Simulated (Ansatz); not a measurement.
# Structure types of TiC compared at 0.041 GPa

Structure types of TiC are relaxed in primitive cells with their symmetry kept at 0.041 GPa, on PAW files; LAPW relaxes the small cells further and takes the PAW cell for the others (marked *). The enthalpy is E + pV at zero temperature, without zero-point motion. Only the types listed were tried, and differences under about 5 meV/atom are mesh noise. Not among the end structures: zincblende, which may lie lower.

Level of theory: DFT with PBE, scalar-relativistic, in Ansatz 0.2.0; Fermi–Dirac smearing of 0.05 eV, no spin polarisation. LAPW: all electrons, basis error target 0.5 meV/atom; PAW: frozen-core files, cutoff 420 eV.

k meshes: rocksalt 15×15×15, CsCl 14×14×14, WC 15×15×14, NiAs 10×10×6.

Q: Which type is lowest in enthalpy, and by how much?

A: rocksalt, 440 meV/atom below NiAs. The whole table:

```csv
start type,ends as,"a, b, c (Å)",V (Å³/atom),"H − H(lowest), LAPW (meV/atom)","same, PAW"
rocksalt,"rocksalt, Fm-3m","4.333, 4.333, 4.333",10.17,0.0,0.0
CsCl,"CsCl, Pm-3m","2.711, 2.711, 2.711",9.96,1177.3,1177.0
WC,"WC, P-6m2","3.043, 3.043, 2.697",10.81,679.4,678.8
NiAs*,"NiAs, P6_3/mmc","3.042, 3.042, 5.380",10.78,440.1,439.9
```
